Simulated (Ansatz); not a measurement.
# C in Ansatz: the effect of functional

Crystal: C.

```
CELL_PARAMETERS angstrom
2.52210 0.00000 0.00000
-1.26105 2.18420 0.00000
0.00000 0.00000 8.23710
ATOMIC_POSITIONS crystal
C 0.66667 0.33333 0.84375
C 0.33333 0.66667 0.34375
C 0.66667 0.33333 0.65625
C 0.33333 0.66667 0.15625
C 0.00000 0.00000 0.90625
C 0.00000 0.00000 0.40625
C 0.00000 0.00000 0.59375
C 0.00000 0.00000 0.09375
```

This is a hexagonal form of diamond, not graphite.

Alike in all runs:

* Program: Ansatz 0.2.0
* Task: band structure
* Potentials or basis: Ansatz PAW
* k mesh: 12 × 12 × 4
* Occupations: fermi-dirac, width 0.05 eV
* Spin: no spin polarisation

```tsv
functional	cutoff	gap on the mesh (eV)	pressure (GPa)
LDA	420 eV (not typed: the program's choice for these potentials)	4.38	-12.6
PBE	420 eV (not typed: the program's choice for these potentials)	4.42	2.3
PBEsol	420 eV (not typed: the program's choice for these potentials)	4.28	-4.3
RPBE	420 eV (not typed: the program's choice for these potentials)	4.42	8.4
revPBE	420 eV (not typed: the program's choice for these potentials)	4.42	6.9
BLYP	420 eV (not typed: the program's choice for these potentials)	?	?
r2SCAN	500 eV (not typed: the program's choice for these potentials)	4.64	-1.9
```

Question: What does the run with functional BLYP give?

Answer: gap on the mesh 4.75 eV; pressure 11.5 GPa.

Caveats: the PAW data sets come from PBE, with cores solved anew for the run's functional, which leaves a small shift of forces and pressure (some runs).

